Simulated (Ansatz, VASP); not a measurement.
# Two plane-wave programs on InGa2P3

```
In Ga P
1.0
     3.71136    0.00000    0.00000
    -1.85568    3.21413    0.00000
     0.00000    0.00000    9.27779
In Ga P
1 2 3
Cartesian
  0.0000 0.0000 4.6389
  1.8557 1.0714 7.7855
  0.0000 2.1428 1.4923
  0.0000 2.1428 6.3713
  1.8557 1.0714 2.9065
  0.0000 0.0000 0.0000
```

Alike in both runs: functional PBE; k mesh 6 × 6 × 2; occupations gaussian, width 0.1 eV; no spin polarisation.

Ansatz relaxed the structure, and its values are those at the end. VASP's run is a single point on that final structure, the one shown.

|  | VASP | Ansatz |
| --- | --- | --- |
| version | VASP 6.6.1 | Ansatz 0.2.0 |
| potentials or method | VASP PAW PBE potentials, release 64 (In_d, Ga_d, P) | scalar-relativistic, plane waves, PAW |
| plane-wave cutoff (eV) | 520 | 420 |
| valence electrons in the cell | 54 | 54 |

Ansatz gave:

* gap on the k mesh at the Fermi level (eV): none
* pressure (GPa): 0.0

Problem. Which values does VASP return?

Solution. gap on the k mesh at the Fermi level (eV): none; pressure (GPa): 0.1.

A gap of «none» marks a metal or a gap that the smearing closes. The functional is the same, so the differences come from potentials, cutoffs and numerics.
